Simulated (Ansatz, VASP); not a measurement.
One calculation of TiC, two programs

```xyz
2
Lattice="3.0428 0.0000 0.0000 -1.5214 2.6352 0.0000 0.0000 0.0000 2.6968" Properties=species:S:1:pos:R:3 pbc="T T T"
Ti    0.0000    0.0000    0.0000
C     1.5214    0.8784    1.3484
```

Alike in both runs: functional PBE; k mesh 12 × 12 × 14; occupations gaussian, width 0.01 eV; no spin polarisation.

Ansatz relaxed the structure, and its values are those at the end. VASP's run is a single point on that final structure, the one shown.

|  | VASP | Ansatz |
| --- | --- | --- |
| version | VASP 6.6.1 | Ansatz 0.2.0 |
| potentials or method | VASP PAW PBE potentials, release 64 (Ti_sv, C) | scalar-relativistic, plane waves, PAW |
| plane-wave cutoff (eV) | 520 | 420 |
| valence electrons in the cell | 16 | 16 |

```csv
,VASP,Ansatz,Ansatz less VASP
gap on the k mesh at the Fermi level (eV),none,none,-
pressure (GPa),0.1,0.0,-0.12
```

A gap of «none» marks a metal or a gap that the smearing closes.
